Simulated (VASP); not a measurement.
GaAs:

```
As Ga
1.0
     0.00000    2.82685    2.82685
     2.82685    0.00000    2.82685
     2.82685    2.82685    0.00000
As Ga
1 1
Direct
  0.75000 0.75000 0.75000
  0.00000 0.00000 0.00000
```

| Item | Value |
| --- | --- |
| Program | VASP 6.6.1 |
| Task | relaxation of cell and atoms |
| Functional | RPBE |
| Potentials or basis | VASP PAW PBE potentials, release 64 (As, Ga_d) |
| Cutoff | 600 eV |
| k mesh | 8 × 8 × 8 |
| Occupations | fermi-dirac, width 0.05 eV |
| Spin | no spin polarisation |

At the start: pressure 5.4 GPa; volume 22.59 Å³/atom.

Q: Where does the relaxation end?

A: Over 6 steps the energy falls by 29.5 meV/atom and the volume is 24.52 Å³/atom (+8.5 %); space group F-43m (No. 216, to 0.05 Å).

The path:
```
step  energy change (eV)  largest force (eV/Å)  pressure (GPa)  volume (Å³)
   1              0.0000                0.0000            5.36        45.18
   2             -0.0537                0.0000           -1.26        50.31
   3             -0.0591                0.0000            0.09        49.01
   4             -0.0591                0.0000           -0.08        49.09
   5             -0.0591                0.0000            0.09        49.01
   6             -0.0591                0.0000           -0.06        49.03
```

Final structure:
```xyz
2
Lattice="0.0000 2.9050 2.9050 2.9050 0.0000 2.9050 2.9050 2.9050 0.0000" Properties=species:S:1:pos:R:3 pbc="T T T"
As    4.3575    4.3575    4.3575
Ga    0.0000    2.9050    2.9050
```

Caveat: the PAW data sets were made with another functional, which shifts forces and pressure a little.
